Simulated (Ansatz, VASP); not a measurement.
## SiC in VASP and in Ansatz

```
Si C
1.0
     0.00000    2.17400    2.17400
     2.17400    0.00000    2.17400
     2.17400    2.17400    0.00000
Si C
1 1
Cartesian
  0.0000 0.0000 0.0000
  3.2610 3.2610 3.2610
```

Alike in both runs: task relaxation of cell and atoms; functional PBE; dispersion D3(BJ); k mesh 12 × 12 × 12; occupations gaussian, width 0.02 eV; no spin polarisation.

|  | VASP | Ansatz |
| --- | --- | --- |
| version | VASP 6.6.1 | Ansatz 0.2.0 |
| potentials or method | VASP PAW PBE potentials, release 64 (Si, C) | scalar-relativistic, plane waves, PAW |
| plane-wave cutoff (eV) | 600 | 420 |
| valence electrons in the cell | 8 | 8 |

```tsv
	VASP	Ansatz	Ansatz less VASP
gap on the k mesh at the Fermi level, each at its own relaxed structure (eV)	1.35	1.35	+0.004
relaxed volume (Å³/atom)	10.27	10.28	+0.013
relaxed cell length with the largest relative difference (Å)	3.074	3.075	+0.0013
```

A k mesh can miss the band edges. PBE gaps usually lie below the measured ones, often by a third to a half.
